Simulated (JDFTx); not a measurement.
HfO2:

```
Hf O
1.0
     0.00000    2.55750    2.55750
     2.55750    0.00000    2.55750
     2.55750    2.55750    0.00000
Hf O
1 2
Direct
  0.00000 0.00000 0.00000
  0.75000 0.75000 0.75000
  0.25000 0.25000 0.25000
```

Measurements of this composition are mostly on another form, of space group No. 14.

- Program: JDFTx 1.7.0 (patched build)
- Task: relaxation of cell and atoms
- Functional: r2SCAN
- Potentials or basis: SG15-PBE-1.2 with smoothed tails
- Cutoff: 1361 eV
- Density cutoff: 10885 eV
- k mesh: 3 × 3 × 3
- Occupations: fermi-dirac, width 0.05 eV
- Spin: no spin polarisation

At the start: pressure -15.1 GPa; volume 11.15 Å³/atom.

Task: How do energy, volume and symmetry change on relaxing?

Result: Over 6 steps the energy falls by 32.8 meV/atom and the volume is 10.49 Å³/atom (-5.9 %); space group Fm-3m (No. 225, to 0.05 Å).

Step by step:
```
step  energy change (eV)  largest force (eV/Å)  pressure (GPa)  volume (Å³)
   1              0.0000                0.0000          -15.09        33.46
   2             -0.0275                0.0000          -13.03        33.14
   3             -0.0981                0.0000            0.78        31.39
   4             -0.0983                0.0000           -0.01        31.48
   5             -0.0983                0.0000            0.01        31.48
   6             -0.0983                0.0000            0.00        31.48
```

Final structure:
```yaml
crystal:
  lattice:
    - [0.00000, 2.50604, 2.50604]
    - [2.50604, 0.00000, 2.50604]
    - [2.50604, 2.50604, 0.00000]
  atoms:
    - { symbol: Hf, position: [0.00000, 0.00000, 0.00000] }
    - { symbol: O, position: [0.75000, 0.75000, 0.75000] }
    - { symbol: O, position: [0.25000, 0.25000, 0.25000] }
```

Caveat: the k mesh is coarse (spacing up to 0.71 Å⁻¹), so the values aren't converged; meta-GGA forces are noisy on this grid; the potentials were made for another functional, which shifts forces and pressure.
